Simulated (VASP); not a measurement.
The system is Mo.

```xyz
1
Lattice="-1.5838 1.5838 1.5838 1.5838 -1.5838 1.5838 1.5838 1.5838 -1.5838" Properties=species:S:1:pos:R:3 pbc="T T T"
Mo    0.0000    0.0000    0.0000
```

- Program: VASP 6.6.1
- Task: relaxation of cell and atoms
- Functional: PBEsol
- Potentials or basis: VASP PAW PBE potentials, release 64 (Mo_sv)
- Cutoff: 600 eV
- k mesh: 12 × 12 × 12
- Occupations: fermi-dirac, width 0.05 eV
- Spin: no spin polarisation

At the start: pressure -9.2 GPa; volume 15.89 Å³/atom.

Where does the relaxation end?

Over 4 steps the energy falls by 16.3 meV/atom and the volume is 15.35 Å³/atom (-3.4 %); space group Im-3m (No. 229, to 0.05 Å).

Step by step:
| step | energy change (eV) | largest force (eV/Å) | pressure (GPa) | volume (Å³) |
| --- | --- | --- | --- | --- |
| 1 | 0.0000 | 0.0000 | -9.24 | 15.89 |
| 2 | 0.1322 | 0.0000 | 35.36 | 13.88 |
| 3 | -0.0163 | 0.0000 | -0.42 | 15.37 |
| 4 | -0.0163 | 0.0000 | -0.04 | 15.35 |

Final structure:
```yaml
crystal:
  lattice:
    - [-1.56550, 1.56550, 1.56550]
    - [1.56550, -1.56550, 1.56550]
    - [1.56550, 1.56550, -1.56550]
  atoms:
    - { symbol: Mo, position: [0.00000, 0.00000, 0.00000] }
```

Caveat: the PAW data sets were made with another functional, which shifts forces and pressure a little.
